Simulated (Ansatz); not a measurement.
AlNi3:

```
Ni Al
1.0
     3.52305    0.00000    0.00000
     0.00000    3.52305    0.00000
     0.00000    0.00000    3.52305
Ni Al
3 1
Direct
  0.50000 0.50000 0.00000
  0.50000 0.00000 0.50000
  0.00000 0.50000 0.50000
  0.00000 0.00000 0.00000
```

The cell is a database's computed one.

Base run:

- Program: Ansatz 0.2.0
- Functional: PBEsol
- Potentials or basis: Ansatz PAW
- Cutoff: 420 eV (not typed: the program's choice for these potentials)
- k mesh: 6 × 6 × 6
- Occupations: fermi-dirac, width 0.05 eV
- Spin: collinear spin, ferromagnetic start
- Starting moments: [1.5, 1.5, 1.5, 0.0] μB
- Fixed moment: 4.5 μB

Its results: pressure 14.6 GPa; site moments Ni +1.26; Al +0.20 μB.

Q: After a change of settings the same cell gave: pressure 0.7 GPa; site moments Ni +0.49; Al +0.01 μB. Which change was it?
A. fixed moment from 4.5 μB to 6 μB; moments at the start from [1.5, 1.5, 1.5, 0.0] to [2.0, 2.0, 2.0, 0.0]
B. fixed moment from 4.5 μB to 1.5 μB; moments at the start from [1.5, 1.5, 1.5, 0.0] to [0.5, 0.5, 0.5, 0.0]
C. fixed moment from 4.5 μB to 0.8 μB; moments at the start from [1.5, 1.5, 1.5, 0.0] to [0.27, 0.27, 0.27, 0.0]
D. fixed moment from 4.5 μB to 3.8 μB; moments at the start from [1.5, 1.5, 1.5, 0.0] to [1.27, 1.27, 1.27, 0.0]

A: B.

Caveats: the total moment is fixed, so each spin has its own Fermi level; the PAW data sets come from PBE, with cores solved anew for the run's functional, which leaves a small shift of forces and pressure; the thresholds are loose for stress.
